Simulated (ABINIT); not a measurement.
GaAs:

```xyz
2
Lattice="0.0000 2.8268 2.8268 2.8268 0.0000 2.8268 2.8268 2.8268 0.0000" Properties=species:S:1:pos:R:3 pbc="T T T"
As    4.2403    4.2403    4.2403
Ga    0.0000    0.0000    0.0000
```

Program: ABINIT 10.8.3 (patched build). Alike in all runs: no spin polarisation; cell as given; cutoff (eV) 463; smearing fermi-dirac 0.05 eV.

Q: Order these runs on this cell by their pressure, lowest first.
A. level rPW86PBE; potentials or basis JTH PAW PBE v2.0; k mesh 8 × 8 × 8
B. level PBEsol; potentials or basis JTH PAW PBE v2.0; k mesh 6 × 6 × 6
C. level LDA; potentials or basis JTH PAW LDA v2.0; k mesh 6 × 6 × 6

A: C (-2.0 GPa), B (0.2 GPa), A (6.1 GPa).

Caveats: the PAW data sets were made with another functional, which shifts forces and pressure a little (some runs).
